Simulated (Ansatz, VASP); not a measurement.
LiH in VASP and in Ansatz

```xyz
2
Lattice="-0.0072 2.1380 2.1380 2.1380 -0.0072 2.1380 2.1380 2.1380 -0.0072" Properties=species:S:1:pos:R:3 pbc="T T T"
Li   -0.0009   -0.0009   -0.0009
H     1.0681    1.0681    1.0681
```

Change from the starting cell: shear_111 strain -0.5%.

Alike in both runs: task single point; functional r2SCAN; k mesh 10 × 10 × 10; no spin polarisation.

```csv
,VASP,Ansatz
version,VASP 6.6.1,Ansatz 0.2.0
potentials or method,"VASP PAW PBE potentials, release 64 (Li_sv, H)","plane waves, PAW"
plane-wave cutoff (eV),520,500
occupations,"gaussian, width 0.01 eV",fixed
valence electrons in the cell,4,4
```

```csv
,VASP,Ansatz,Ansatz less VASP
gap on the k mesh at the Fermi level (eV),4.82,4.75,-0.068
rms of the force components (eV/Å),0.004,0.001,-0.0028
```

Atom by atom the forces differ by 0.006 eV/Å (rms over components).

Caveats: the PAW data sets were made with another functional, which shifts forces and pressure a little (VASP). A k mesh can miss the band edges.
